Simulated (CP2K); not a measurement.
Runs of CP2K 2026.2 on MoSe2. Symmetry: P6_3/mmc, No. 194, hexagonal system. Conventional cell: a = 3.288 Å, b = 3.288 Å, c = 12.900 Å, α = 90.00°, β = 90.00°, γ = 120.00°. Mo (site symmetry -6m2) has 6 Se at 2.49 Å as nearest neighbours. Se (site symmetry 3m) has 3 Mo at 2.49 Å as nearest neighbours. 

```tsv
level	cutoff radius of the dispersion sum (A)	D3 from the s-dftd3 library (D3_REFERENCE_CODE)	gap on the mesh (eV)	pressure (GPa)	largest force (eV/Å)
RPBE	-	-	0.90	12.3	1.39
RPBE+D4	20	-	0.90	(a)	1.36
RPBE+D3(BJ)	20	yes	0.90	-8.8	0.71
RPBE+D3	20	yes	0.90	9.1	1.42
RPBE+D3(BJ)+ATM	20	yes	0.90	(b)	0.71
```

Alike in all rows: task single point; potentials or basis POTENTIAL_UZH Mo GTH-PBE-q14, Se GTH-PBE-q6; DZVP-MOLOPT-PBE-GTH basis; no spin polarisation; cell as given; k mesh 9 × 9 × 2; smearing fermi-dirac 0.05 eV.

Q: Estimate the missing entries.

A: (a) 5.0; (b) -8.3.

Caveats: the potentials were made for another functional, which shifts forces and pressure; an odd mesh through Γ misses points on the zone boundary, where band edges often lie; the cell's inner coordinates are idealised or old, which leaves forces on the atoms; the basis of atomic orbitals isn't converged, which shifts pressures, moduli and gaps; this functional lacks dispersion, which binds the layers, so the pressure and a relaxed spacing across them are unreliable (some runs).

A k mesh can miss the band edges, and the runs leave out spin-orbit coupling on Mo, Se.
